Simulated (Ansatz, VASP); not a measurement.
## ZnSe in VASP and in Ansatz

Contents of INCAR:

```
PREC = Accurate ; ENCUT = 600
EDIFF = 1E-7 ; ISMEAR = 0
SIGMA = 0.02 ; LREAL = False
LASPH = True ; NELM = 80
ALGO = Normal ; ISIF = 3
LWAVE = False ; LCHARG = False
GGA = CA ; IBRION = 2
NSW = 100 ; EDIFFG = -0.005
```

File KPOINTS:

```
Automatic mesh
0
Gamma
  8 8 8
```

The input POSCAR:

```
ZnSe
1.0
    0.0000000000      2.8338000000      2.8338000000
    2.8338000000      0.0000000000      2.8338000000
    2.8338000000      2.8338000000      0.0000000000
Zn Se
1 1
Direct
    0.0000000000      0.0000000000      0.0000000000
    0.7500000000      0.7500000000      0.7500000000
```

Input for Ansatz:

```yaml
crystal:
  lattice:
    - [0.0, 2.8338, 2.8338]
    - [2.8338, 0.0, 2.8338]
    - [2.8338, 2.8338, 0.0]
  atoms:
    - { symbol: Zn, position: [0.0, 0.0, 0.0] }
    - { symbol: Se, position: [0.75, 0.75, 0.75] }
basis:
  ecutwfc: 420
kpoints:
  mp_grid: { grid: [8, 8, 8] }
hamiltonian:
  xc: lda
scf:
  occupations: { method: gaussian, width: 0.02 }
output:
  forces: true
  stress: true
  eigenvalues: true
relax:
  adjacent_minimum: "off"
  f_tol: 0.005
  max_steps: 80
  cell: { stress_tol: 0.05 }
```

Alike in both runs: task relaxation of cell and atoms; functional LDA; k mesh 8 × 8 × 8; occupations gaussian, width 0.02 eV; no spin polarisation.

|  | VASP | Ansatz |
| --- | --- | --- |
| version | VASP 6.6.1 | Ansatz 0.2.0 |
| potentials or method | VASP PAW LDA potentials, release 64 (Zn, Se) | scalar-relativistic, plane waves, PAW |
| plane-wave cutoff (eV) | 600 | 420 |
| valence electrons in the cell | 18 | 28 |

```tsv
	VASP	Ansatz	Ansatz less VASP
gap on the k mesh at the Fermi level, each at its own relaxed structure (eV)	1.27	1.25	-0.021
relaxed volume (Å³/atom)	21.67	21.57	-0.100
relaxed cell length with the largest relative difference (Å)	3.943	3.937	-0.0061
energy change over the relaxation (meV/atom)	-11	-13	-2.2
```

The two sets of potentials don't hold the same shells in valence.

LDA gaps usually lie below the measured ones, often by a third to a half. Zero-point motion and thermal expansion aren't in these numbers. LDA usually gives volumes a few per cent too small.
